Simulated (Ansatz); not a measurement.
GaAs, DFT, LDA, all-electron LAPW, scalar-relativistic (Ansatz 0.2.0), run on 1 thread of Intel(R) Xeon(R) 6975P-C (Granite Rapids) on a shared host.

The cell is COD entry 9008845, as deposited and not checked against the literature; nothing was relaxed.

Command: `ansatz run input.yaml --threads 1 --pin off --max-ram 3072MiB --backend cpu --events-out ev --progress --plain --runs-dir out`

```yaml
crystal:
  lattice:
    - [0.0, 2.82685, 2.82685]
    - [2.82685, 0.0, 2.82685]
    - [2.82685, 2.82685, 0.0]
  atoms:
    - { symbol: Ga, position: [0.0, 0.0, 0.0] }
    - { symbol: As, position: [0.75, 0.75, 0.75] }
kpoints:
  mp_grid: { grid: [10, 10, 10] }
  band_path:
    path:
      - [0.0, 0.0, 0.0]
      - [-0.5, -0.5, 0.0]
      - [-0.375, -0.375, 0.25]
      - [-0.375, 0.0, 0.375]
      - [0.0, 0.0, 0.0]
      - [0.0, 0.0, 0.5]
      - [-0.5, -0.25, 0.25]
      - [-0.5, -0.5, 0.0]
    npoints: 14
scf:
  occupations: { method: fermi_dirac, width: 0.08 }
hamiltonian:
  xc: lda
  pseudopotentials: { kind: all_electron, lapw: { basis_error: 0.001 } }
output:
  forces: true
  stress: true
  eigenvalues: true
  populations: true
  dos: { projected: true, de: 0.2, e_range: [-14, 8] }
```

(1) How large is the problem that the program sets up?

(2) About how long does it take, and how much memory does it use?

(3) And the same cell and mesh by PAW with the default files, asked for forces, stress, eigenvalues, efg, populations, bader, dos, write_density, write_potential, elf and the same band path, on the same hardware?

(4) And the same cell and mesh by all-electron PAW (datasets made for this crystal), asked for forces, stress, eigenvalues, efg and the same band path, on the same hardware?

Results:

(1) 47 irreducible k-points, 561 plane waves at Γ, 27 bands.

(2) 19 s of wall time for 7 SCF iterations, with a peak of 0.38 GiB. Times on shared machines scatter by tens of per cent.

(3) 18 s, peak memory 0.46 GiB.

(4) 9.8 s, peak memory 0.53 GiB.
